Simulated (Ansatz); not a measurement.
Input and command of a plane-wave DFT calculation in Ansatz:

```yaml
crystal:
  lattice:
    - [2.9193980238, 0.0, 0.0]
    - [-1.4596990119, 2.5282728524, 0.0]
    - [0.0, 0.0, 4.713]
  atoms:
    - { symbol: Ti, position: [0.6666666667, 0.3333333333, 0.27874] }
    - { symbol: Ti, position: [0.3333333333, 0.6666666667, 0.72126] }
    - { symbol: O, position: [0.0, 0.0, 0.0] }
basis:
  ecutwfc: 500
kpoints:
  mp_grid: { grid: [18, 18, 10] }
hamiltonian:
  xc: r2scan
scf:
  occupations: { method: gaussian, width: 0.1 }
  mixing: { preconditioner: kerker }
  max_iter: 120
  lower_state_search: "off"
  initial_density: { chi_scale: 0, normalization: atom }
output:
  forces: true
  stress: true
  eigenvalues: true
```

```bash
ansatz run input.yaml --threads 1 --pin off --max-ram 2560MiB --backend cpu --events-out ev --progress --plain --runs-dir out
```

Processor: Intel(R) Xeon(R) 6975P-C (Granite Rapids), 1 thread, on a host shared with other jobs.

Q: Estimate time, memory and problem size.

A: About 13 s on 1 thread of Intel(R) Xeon(R) 6975P-C (Granite Rapids), with other jobs on the host, peak memory 0.61 GiB. It solves 19 bands at 330 k points (the mesh reduced by symmetry) with about 881 plane waves, in 9 SCF iterations.
